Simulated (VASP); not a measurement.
A calculation with VASP 6.6.1 of Ti (ASE script, structure from a P1 CIF):

run.py

```python
from ase.calculators.vasp import Vasp
from ase.dft.bandgap import bandgap
from ase.io import read

atoms = read('Ti.cif')
calc = Vasp(
    directory='calc',
    xc='pbe',
    pp='PBE',
    setups='recommended',
    prec='Accurate',
    encut=520,
    ediff=1e-07,
    ismear=0,
    sigma=0.1,
    lreal=False,
    lasph=True,
    nelm=60,
    algo='Normal',
    isif=2,
    lwave=False,
    lcharg=False,
    kpts=[10, 10, 6],
    gamma=True,
)
atoms.calc = calc

print('energy (eV):', atoms.get_potential_energy())
print('free energy (eV):', atoms.get_potential_energy(force_consistent=True))
print('forces (eV/A):')
print(atoms.get_forces())
print('stress (eV/A^3, Voigt):', atoms.get_stress())
print('Fermi level (eV):', calc.get_fermi_level())
gap, top, bottom = bandgap(calc)
print('band gap (eV):', gap, 'from (spin, k, band)', top, 'to', bottom)
```

Contents of Ti.cif:

```cif
data_Ti
_cell_length_a 2.95000000
_cell_length_b 2.95000000
_cell_length_c 4.68000000
_cell_angle_alpha 90.00000000
_cell_angle_beta 90.00000000
_cell_angle_gamma 120.00000000
_space_group_name_H-M_alt 'P1'
_space_group_name_Hall 'P 1'
_space_group_IT_number 1
loop_
_space_group_symop_operation_xyz
'x,y,z'
loop_
_atom_site_label
_atom_site_type_symbol
_atom_site_symmetry_multiplicity
_atom_site_Wyckoff_symbol
_atom_site_fract_x
_atom_site_fract_y
_atom_site_fract_z
_atom_site_occupancy
Ti1 Ti 1 a 0.6666666667 0.3333333333 0.7500000000 1
Ti2 Ti 1 a 0.3333333333 0.6666666667 0.2500000000 1
```

Potentials or basis: VASP PAW PBE potentials, release 64 (Ti_sv).

The run is started by

```console
$ python run.py
```

Task: Write the same calculation in another form: native input, structure from a POSCAR.

Result: As run:

Contents of INCAR:

```
PREC = Accurate
ENCUT = 520
EDIFF = 1E-7
ISMEAR = 0
SIGMA = 0.1
LREAL = F
LASPH = T
NELM = 80
ALGO = Normal
ISIF = 2
LWAVE = F
LCHARG = T
GGA = PE
LELF = T
LVHAR = T
NBANDS = 19
```

KPOINTS

```
regular mesh
0
Gamma
  10 10 6
```

The input POSCAR:

```
Ti
1.0
    2.9500000000      0.0000000000      0.0000000000
   -1.4750000000      2.5547749412      0.0000000000
    0.0000000000      0.0000000000      4.6800000000
Ti
2
Cartesian
    1.4750000001      0.8515916470      3.5100000000
   -0.0000000001      1.7031832942      1.1700000000
```

Potentials or basis: VASP PAW PBE potentials, release 64 (Ti_sv).

The run is started by

```sh
$ cat potpaw_PBE.64/Ti_sv/POTCAR > POTCAR
$ mpirun -np 1 vasp_std > vasp.out
```

Both were run:

|  | ASE script, structure from a P1 CIF | native input, structure from a POSCAR |
| --- | --- | --- |
| Pressure | -1.7 GPa | -1.7 GPa |
| Band gap on the k mesh | none (metal or under the smearing width) | none (metal or under the smearing width) |

Keys that steer only the numerical path or the files written may differ.
